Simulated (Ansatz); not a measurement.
GeSe under strain: ⁷³Ge NMR of the central transition

Cell: a COD entry, relaxed with PBE at fixed cell and then changed (z stretched by 1 %, ions relaxed).

```yaml
crystal:
  lattice:
    - [10.82000, 0.00000, 0.00000]
    - [0.00000, 3.85000, 0.00000]
    - [0.00000, 0.00000, 4.44400]
  atoms:
    - { symbol: Ge, position: [0.11999, 0.25000, 0.11528] }
    - { symbol: Ge, position: [0.88001, 0.75000, 0.88472] }
    - { symbol: Ge, position: [0.38001, 0.75000, 0.61528] }
    - { symbol: Ge, position: [0.61999, 0.25000, 0.38472] }
    - { symbol: Se, position: [0.85422, 0.25000, 0.49872] }
    - { symbol: Se, position: [0.14578, 0.75000, 0.50128] }
    - { symbol: Se, position: [0.64578, 0.75000, 0.99872] }
    - { symbol: Se, position: [0.35422, 0.25000, 0.00128] }
```

Sites (sets of like atoms) are named by element and the number of their first atom in this list.

Method: Kohn–Sham DFT in Ansatz, PBE, plane waves and PAW, scalar-relativistic, 420 eV cutoff, Γ-centred 4×11×10 k-points, Fermi–Dirac smearing 0.02 eV.

⁷³Ge has I = 9/2 and Q = -196.0 mb (Pyykkö 2018); at 9.4 T its Larmor frequency is ν₀ = 14.0 MHz. Only the quadrupole interaction is simulated: positions count from each site's isotropic chemical shift, and shift anisotropy, dipolar and J coupling are left out.

**Question.** Give C_Q, η, the quadrupolar product P_Q = |C_Q|(1 + η²/3)^½, the second-order isotropic shift and the breadth of the pattern (static powder) for each Ge site.

**Answer.** 

| site | first shell | C_Q (MHz) | η | P_Q (MHz) | δ_QIS (ppm) | breadth (kHz) |
| --- | --- | --- | --- | --- | --- | --- |
| Ge | 3 Se at 2.58–2.59 Å; also 3 Se at 3.34–3.35 Å | 29.1 | 0.25 | 29.4 | -6115 | 535 |

δ_QIS = −(ν_Q²/30ν₀²)[I(I+1) − 3/4](1 + η²/3) × 10⁶ ppm with ν_Q = 3|C_Q|/[2I(2I−1)]; it falls as 1/B₀² in ppm, and the breadth as 1/B₀ in kHz.

At Ge V_zz stands upright on the plane through its three neighbours (within 10°).
